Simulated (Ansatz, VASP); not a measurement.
# ZnSe (Stilleite): VASP beside Ansatz, part 2 of 2

Aim: how closely do two programs agree when they are given the same cell, functional and k mesh? The cell is taken from a series of VASP runs on this material, whose earlier steps may have relaxed, scaled or displaced it; both programs get it as it stands.

VASP 6.6.1 and Ansatz 0.2.0.

So far: Starting point; VASP: band structure, HSE06.

## (3) Ansatz: band structure, HSE06

Level of this step: Ansatz beside VASP: Kohn-Sham DFT, plane waves, HSE06 (Ansatz).

Ansatz runs on its default PAW (the set named soft_2) files.

The same cell, functional, mesh and smearing now go to Ansatz, which takes its cutoff from its data sets.

input.yaml

```yaml
crystal:
  lattice:
    - [0.0, 2.8338, 2.8338]
    - [2.8338, 0.0, 2.8338]
    - [2.8338, 2.8338, 0.0]
  atoms:
    - { symbol: Se, position: [0.75, 0.75, 0.75] }
    - { symbol: Zn, position: [0.0, 0.0, 0.0] }
hamiltonian:
  xc: { exchange: pbe, correlation: pbe, exx: { coeff: 0.25, omega: 0.2 } }
  pseudopotentials: { kind: paw }
kpoints:
  mp_grid: { grid: [5, 5, 5] }
  band_path:
    path:
      - [0.0, 0.0, 0.0]
      - [0.5, 0.0, 0.5]
      - [0.5, 0.22222, 0.72222]
      - [0.40278, 0.34722, 0.75]
      - [0.125, 0.125, 0.25]
      - [0.27778, 0.27778, 0.27778]
      - [0.55556, 0.38889, 0.55556]
      - [0.58333, 0.25, 0.66667]
      - [0.5, 0.30556, 0.69444]
      - [0.48611, 0.48611, 0.52778]
      - [0.625, 0.25, 0.625]
      - [0.5, 0.0, 0.5]
    npoints: 1
scf:
  occupations: { method: gaussian, width: 0.03 }
  n_extra_bands: 7
output:
  forces: true
  stress: true
  eigenvalues: true
  write_density: true
  write_potential: true
  elf: true
  volumetric_format: npy
```

On the command line:

```bash
$ ansatz run input.yaml --threads 4 --pin off --max-ram 9216MiB --backend cpu --events-out ev --progress --plain --runs-dir out
```

Numbers of over 12 decimals in the logs are rounded to 6 here.

Output:

```text
Warning: output.stress: scf.convergence.dr2_threshold = 1e-7 eV (the SCF's general default) is looser than the 2e-10 eV advised for a printed stress (1e-10 eV for each atom of the cell: 2). What an SCF threshold leaves in a stress goes as its square root, and in the free energy as the threshold itself, and one threshold admits the most on a small cell: [figures from the program's tests cut] Set scf.convergence.dr2_threshold to 2e-10 eV or tighter. The threshold is an SCF's pass mark: one that does not reach it within its budget of iterations ends unconverged, or closes short of it on a stop that the run arms, and scf.convergence.dr2_threshold's page says what that costs each kind of run
Warning: output.stress: scf.exx.energy_threshold = 1e-6 eV is looser than the 2e-8 eV advised for a stress under a hybrid functional (1e-8 eV for each atom of the cell: 2). Every SCF of the exchange loop can meet its threshold on dr2 while the loop round them stops early: no threshold on dr2 bounds what that leaves in the stress. Set scf.exx.energy_threshold to 2e-8 eV or tighter. The threshold is the loop's pass mark: a loop that does not reach it within its budget of cycles ends unconverged, and scf.exx.energy_threshold's page has the law
scf.n_extra_bands = 7 over 14 filled bands (N_el = 28.0): the run solves 21 bands
Engine: ansatz 0.2.0, aarch64-unknown-linux-gnu
Pseudopotentials: kind: paw
Pseudopotential: Se, paw, valence charge 16, recommended cutoff 420 eV (normal), Se.paw.azcp
Pseudopotential: Zn, paw, valence charge 12, recommended cutoff 420 eV (normal), Zn.paw.azcp
Functional definition: unnamed
  parameter a_1 = 0.25
  parameter omega_1 = 0.2/angstrom
  exchange = pbe_x + (-a_1)*pbe_x_sr(omega_1) + a_1*exact_x_sr(omega_1)
  correlation = pbe_c
Crystal: 2 atoms, lattice volume = 45.513 Å³
Basis set: ecut = 420 eV, 893 PW (Γ), exchange–correlation on 54×54×54 points (8 copies of the dense FFT grid, shifted against one another)
Bands: 21, of which v1, the nominal top of the filled ones, is band 14 counted from 1 (13 counted from 0)
Symmetry: 24 space group operations
Space group: F-43m (ITA 216), of the structure as read, at distance tolerance 3.6e-5 Å
k-points: 10 of 125 (time reversal used)
Non-local potential: Se, projectors of the file, l = 0: 2, l = 1: 2, l = 2: 3, l = 3: 1
Non-local potential: Zn, projectors of the file, l = 0: 2, l = 1: 2, l = 2: 3, l = 3: 1
PAW form: soft (Blöchl's): semilocal exchange-correlation on the pseudo side does not see the compensation charge
PAW frozen core: Se, regenerated for the run's functional, and the local potential with it (the file was generated under x = pbe(κ = 0.804, μ = 0.219515), c = pbe(β = 0.066725))
PAW frozen core: Zn, regenerated for the run's functional, and the local potential with it (the file was generated under x = pbe(κ = 0.804, μ = 0.219515), c = pbe(β = 0.066725))
PAW one-centre angular grid: Se, 590 points (default); XC on 64 Gauss nodes
PAW one-centre angular grid: Zn, 590 points (default); XC on 64 Gauss nodes
Initial density: superposition of atomic densities (neutral atoms: chi_scale 0, normalization atom), corrected by the library's trained network
Initial wavefunctions: pseudopotential atomic-orbital guess
Functional: x = pbe(κ = 0.804, μ = 0.219515), c = pbe(β = 0.066725), warm-up for x = pbe(κ = 0.804, μ = 0.219515) + 0.25 (exact − pbe) at short range (hse, ω = 0.2 Å⁻¹), c = pbe(β = 0.066725)
SCF iter   1: F=—  HF=-8789.510163 eV  |F-HF|=—  |Δ(HF+E_count)|=         —  Δρ=1.60e-3  dr2=9.06e-4  ethr=1.77e-3  ⟨swp⟩=11.8  Hψ=1054  notcnv=0
preconditioner: auto → none  [insulator: Δε(μ)=1.287 eV  Ē_g=14.445 eV  σ=0.030 eV  W_gap=1.00  n_scr=14 (ndim 8)  ℏωp=23.4 eV  f_vac=0.121  D(μ)=0.00/eV (n_scr^D=0)]
SCF iter   2: F=—  HF=-8789.509909 eV  |F-HF|=—  |Δ(HF+E_count)|=   2.54e-4  Δρ=1.24e-3  dr2=4.92e-4  ethr=3.24e-6  ⟨swp⟩=4.2  Hψ=677  notcnv=0  defer=1
iter 3 solved again at ethr=7.47e-9 eV; its pass at ethr=1.76e-6 eV (dr2=2.09e-6 eV) is discarded
SCF iter   3: F=-8789.509706 eV  HF=-8789.509693 eV  |F-HF|=1.34e-5  |Δ(HF+E_count)|=   2.16e-4  Δρ=1.33e-4  dr2=2.15e-6  ethr=7.47e-9  ⟨swp⟩=4.1  Hψ=903  notcnv=0  defer=1
SCF 1 stopped early in 3 iterations: F = -8789.509706 eV  dr2 = 2.15e-6
  greatest PAW one-centre occupation: 1.000 electrons in one spin orbital (limit 2), on the Se atom at site 0 (counted from 0), in its partial waves of l = 2
Initial density: handed on by an earlier stage of this run
Initial wavefunctions: those handed on with the density
Functional: x = pbe(κ = 0.804, μ = 0.219515) + 0.25 (exact − pbe) at short range (hse, ω = 0.2 Å⁻¹), c = pbe(β = 0.066725)
Exchange kernel: α = 0.2500, screened, ω = 0.2000 Å⁻¹, Wigner–Seitz truncation, v(0) = 1126.4038 eV·Å³, q-mesh 5×5×5, nearest image of the exchange supercell L = 20.04 Å, pair-density grid 15×15×15, without the augmentation charges, whose exchange is taken in its separable form by FFT convolution over the k-point mesh (sized by the pseudopotential files, 24×24×24 at the most), smooth part of the exact exchange by density-matrix convolution
Frozen-core exchange: fock
SCF iter   1: F=—  HF=-8791.195886 eV  |F-HF|=—  |Δ(HF+E_count)|=         —  Δρ=2.04e-2  dr2=9.64e-2  ethr=7.67e-8  ⟨swp⟩=9.0  Hψ=1139  notcnv=0
preconditioner: auto → none  [insulator: Δε(μ)=2.387 eV  Ē_g=17.073 eV  σ=0.030 eV  W_gap=1.00  n_scr=14 (ndim 8)  ℏωp=23.4 eV  f_vac=0.121  D(μ)=0.00/eV (n_scr^D=0)]
SCF iter   2: F=—  HF=-8791.164814 eV  |F-HF|=—  |Δ(HF+E_count)|=   3.11e-2  Δρ=2.97e-3  dr2=5.63e-3  ethr=7.67e-8  ⟨swp⟩=5.0  Hψ=853  notcnv=0
SCF iter   3: F=—  HF=-8791.169262 eV  |F-HF|=—  |Δ(HF+E_count)|=   4.45e-3  Δρ=4.37e-3  dr2=3.98e-3  ethr=7.67e-8  ⟨swp⟩=5.0  Hψ=806  notcnv=0
SCF iter   4: F=—  HF=-8791.168913 eV  |F-HF|=—  |Δ(HF+E_count)|=   3.48e-4  Δρ=1.80e-3  dr2=6.59e-4  ethr=7.67e-8  ⟨swp⟩=4.0  Hψ=586  notcnv=0
SCF iter   5: F=—  HF=-8791.169873 eV  |F-HF|=—  |Δ(HF+E_count)|=   9.59e-4  Δρ=7.75e-4  dr2=1.40e-4  ethr=7.67e-8  ⟨swp⟩=4.1  Hψ=572  notcnv=0
SCF iter   6: F=-8791.169797 eV  HF=-8791.169796 eV  |F-HF|=2.87e-7  |Δ(HF+E_count)|=   7.63e-5  Δρ=2.01e-5  dr2=8.40e-7  ethr=7.67e-8  ⟨swp⟩=4.0  Hψ=534  notcnv=0
SCF 2 stopped early in 6 iterations: F = -8791.169797 eV  dr2 = 8.40e-7
hybrid outer 1: dexx = +1.165e-2 eV, tail = 7.34e-5 eV
Exchange kernel: α = 0.2500, screened, ω = 0.2000 Å⁻¹, Wigner–Seitz truncation, v(0) = 1126.4038 eV·Å³, q-mesh 5×5×5, nearest image of the exchange supercell L = 20.04 Å, pair-density grid 15×15×15, without the augmentation charges, whose exchange is taken in its separable form by FFT convolution over the k-point mesh (sized by the pseudopotential files, 24×24×24 at the most), smooth part of the exact exchange by density-matrix convolution
Frozen-core exchange: fock
SCF iter   1: F=—  HF=-8791.169435 eV  |F-HF|=—  |Δ(HF+E_count)|=         —  Δρ=1.01e-4  dr2=2.75e-6  ethr=1.31e-6  ⟨swp⟩=4.5  Hψ=486  notcnv=0
preconditioner: auto → none  [insulator: Δε(μ)=2.439 eV  Ē_g=16.793 eV  σ=0.030 eV  W_gap=1.00  n_scr=14 (ndim 8)  ℏωp=23.4 eV  f_vac=0.122  D(μ)=0.00/eV (n_scr^D=0)]
SCF iter   2: F=—  HF=-8791.169435 eV  |F-HF|=—  |Δ(HF+E_count)|=   1.87e-7  Δρ=2.94e-5  dr2=2.88e-7  ethr=9.10e-9  ⟨swp⟩=4.0  Hψ=565  notcnv=0
SCF iter   3: F=—  HF=-8791.169436 eV  |F-HF|=—  |Δ(HF+E_count)|=   7.87e-7  Δρ=2.07e-5  dr2=1.11e-7  ethr=5.25e-10  ⟨swp⟩=4.2  Hψ=517  notcnv=0  defer=1
SCF iter   4: F=-8791.169436 eV  HF=-8791.169436 eV  |F-HF|=5.09e-10  |Δ(HF+E_count)|=   2.60e-8  Δρ=5.25e-6  dr2=7.02e-9  ethr=3.49e-10  ⟨swp⟩=3.1  Hψ=402  notcnv=0  defer=1
SCF 3 converged in 4 iterations: F = -8791.169436 eV  dr2 = 7.02e-9
  Residual-converged pass: ⟨swp⟩=4.0  Hψ=490  notcnv=0  max |occ|·‖R‖ = 2.4e-6 eV (tolerance 2.4e-6 eV)  dr2=6.97e-9  dr2_onsite=6.10e-10  max |Δocc| = 0.0e0
hybrid outer 2: dexx = +8.343e-7 eV, tail = 4.40e-8 eV, Δε = 3.90e-3 eV (about 1.51e-4 eV left of the loop's levels)
NSCF: frozen V_eff on 12 k-points
hybrid SCF converged: 2 outer / 10 inner (+3 warm-up), last move |dexx| = 8.34e-7 eV, tail = 4.40e-8 eV
Stability not checked: this state was not tested for a lower state beside it, because the functional holds exact exchange (a hybrid, or Hartree-Fock), whose exchange loop this test does not read (fock_operator; see scf.lower_state_search)
Free energy (F): -8791.169436 eV
Frozen-core exchange: fock
Harris-Foulkes:  -8791.169436 eV  (|F-HF|=5.09e-10)
Internal energy: -8791.169436 eV  (E = F + TS)
E sigma→0 (E₀):  -8791.169436 eV
Fermi energy:    7.346784 eV
--- Per-component energies (eV) ---
  E_band       = -455.213210
  E_kinetic    = 249.077377
  E_local      = -4401.598970  (includes V_loc(G=0)·N_el)
  E_nonlocal   = 22.345615
  E_hartree    = 2044.582833
  E_xc         = -192.087742
  E_vxc        = -119.929689  (∫ρ·V_xc dr)
  E_exx        = -110.605499  (= α·E_x^exact, valence–valence)
  E_paw        = -3681.510608  (= ΣΔE_a)
  E_vpaw       = -73.061239  (= ΣTr[D̂ρ^β])
  E_aug_tail   = -0.000895  (compensation charges beyond the density's cutoff)
  E_ewald      = -2720.942845
  E_core_change = -0.428717  (= ΣΔE_core)
  E_smearing   = -0.000000  (= −TS)
  E_closure    = 0.000014  (closes the sum)
  Σ components = -8791.169436   (vs F -8791.169436, Δ=0.00e0)
--- Forces (eV/Å), atoms counted from 1 ---
  atom   1  Se     0.00000000    -0.00000000     0.00000000
  atom   2  Zn    -0.00000000     0.00000000    -0.00000000
  max |Σ_I F_I| component: 1.53e-16 eV/Å
--- Stress (GPa, compression-positive) ---
        1.201158       0.000000      -0.000000
        0.000000       1.201158       0.000000
       -0.000000       0.000000       1.201158
  P = ⅓ Tr σ = 1.2012 GPa (12.012 kbar)
--- Band table (eV; the first three rows and the last of 10) ---
  k-point 0: bands = [... 10 lower, -1.8016, 6.1268, 6.1268, 6.1268, 8.5663, 13.0976, 13.0976, 13.0976, ... 3 higher]
  k-point 1: bands = [... 10 lower, -1.8032, 3.6571, 5.7703, 5.7703, 9.9547, 13.3736, 13.6407, 13.6407, ... 3 higher]
  k-point 2: bands = [... 10 lower, -1.7486, 1.0551, 5.2870, 5.2870, 9.8616, 13.7053, 13.7053, 15.5871, ... 3 higher]
  k-point 9: bands = [... 10 lower, -1.5449, 1.2885, 3.1252, 3.9751, 12.2544, 12.5694, 13.8406, 16.8224, ... 3 higher]
```

It took 35 s on 4 threads of Arm Neoverse V1, shared host; peak memory 1 GiB; 2.2 min of CPU time.

The column dr2 measures how far the density is from self-consistency, as an energy; F and HF (Harris–Foulkes) agree once it is small.

## (4) Differences

Known differences besides the potentials themselves: exact exchange at q = 0 is treated differently, which shows on coarse meshes; VASP keeps PBE cores, Ansatz makes them for the functional; the data sets hold 28 valence electrons in Ansatz (default PAW (the set named soft_2) files) and 18 in VASP; the cutoff is 420 eV in Ansatz and 350 eV in VASP; VASP takes a coarser grid for exact exchange (PRECFOCK = Fast). Total energies have different zeros and are not compared.

Both answers:

```
                     quantity  Ansatz   VASP  difference
gap over the path points (eV)   2.439  2.426      +0.014
```

Levels at points of the path, from each program's valence-band top (eV; 4 filled, then empty):

```
k (reciprocal lattice)                                   Ansatz                                     VASP
     0.000 0.000 0.000      -7.93 0.00 0.00 0.00 2.44 6.97 6.97      -7.84 0.00 0.00 0.00 2.43 6.96 6.96
     0.500 0.000 0.500  -7.70 -5.14 -2.31 -2.31 3.87 4.52 12.19  -7.61 -5.14 -2.31 -2.31 3.87 4.52 12.19
     0.500 0.222 0.722   -7.59 -4.93 -2.98 -2.77 6.26 6.76 8.45   -7.50 -4.93 -2.98 -2.77 6.27 6.75 8.45
     0.403 0.347 0.750   -7.62 -4.98 -3.28 -1.99 4.75 6.79 9.96   -7.53 -4.98 -3.28 -1.99 4.75 6.79 9.96
     0.125 0.125 0.250   -7.92 -2.31 -0.92 -0.21 4.24 6.68 7.42   -7.83 -2.31 -0.92 -0.21 4.23 6.67 7.41
     0.278 0.278 0.278   -7.93 -3.63 -0.58 -0.58 3.89 7.66 7.66   -7.84 -3.63 -0.58 -0.58 3.88 7.65 7.65
     0.556 0.389 0.556   -7.70 -5.31 -2.12 -1.24 4.81 6.89 8.39   -7.61 -5.31 -2.12 -1.24 4.80 6.90 8.39
     0.583 0.250 0.667   -7.61 -4.97 -3.26 -2.09 4.95 6.80 9.63   -7.53 -4.97 -3.26 -2.09 4.95 6.80 9.62
     0.500 0.306 0.694   -7.61 -4.94 -3.15 -2.30 6.20 6.79 8.15   -7.52 -4.94 -3.15 -2.30 6.20 6.79 8.15
     0.486 0.486 0.528   -7.74 -5.53 -1.02 -0.94 3.79 7.42 7.58   -7.65 -5.53 -1.02 -0.94 3.78 7.42 7.57
```

Among the levels compared at these points, filled levels agree within 91 meV and empty ones within 14 meV.

## (5) What came out

| Quantity | Value |
| --- | --- |
| difference in gap over the path points (band structure, HSE06) | 0.014 eV |

What this shows: The difference in gap over the path points is 0.014 eV (band structure, HSE06), within the 0.08 eV picked in this series as the mark of a large difference. How closely two codes agree says nothing of how well the functional describes the real material.

[Lines on the potential files, build, host, timing and source positions are cut from VASP's logs without a mark.]

[Logs are printed without paths, hosts, clocks, repeated set-up lines and the standing remarks that a program may print on its own settings, such as how far it seeks lower states.]

[Hosts, paths, dates, database ids (printed as entryN), source tags and the programs' standing remarks are cut or masked in the printed files.]
